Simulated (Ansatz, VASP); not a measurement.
**One calculation of La, two programs**

```xyz
1
Lattice="-2.1120 2.1120 2.1120 2.1120 -2.1120 2.1120 2.1120 2.1120 -2.1120" Properties=species:S:1:pos:R:3 pbc="T T T"
La    0.0000    0.0000    0.0000
```

Alike in both runs: task relaxation of cell and atoms; functional PBE; k mesh 14 × 14 × 14; occupations fermi-dirac, width 0.05 eV; no spin polarisation.

```csv
,VASP,Ansatz
version,VASP 6.6.1,Ansatz 0.2.0
potentials or method,"VASP PAW PBE potentials, release 64 (La), cutoff 600 eV","all-electron LAPW, non-relativistic"
```

VASP gave:

```
relaxed volume (Å³/atom)                                     : 37.74
relaxed cell length with the largest relative difference (Å) : 3.660
energy change over the relaxation (meV/atom)                 : 0
```

Problem. Estimate Ansatz's values.

Solution. Relaxed volume (Å³/atom): 31.59; relaxed cell length with the largest relative difference (Å): 3.449; energy change over the relaxation (meV/atom): -32.

One of these differences is far larger than is usual between the two programs; its cause wasn't traced. Ansatz ran all-electron here, so the differences hold the error of VASP's frozen core and of both bases.

Spin-orbit coupling is left out, which matters for the levels of La.
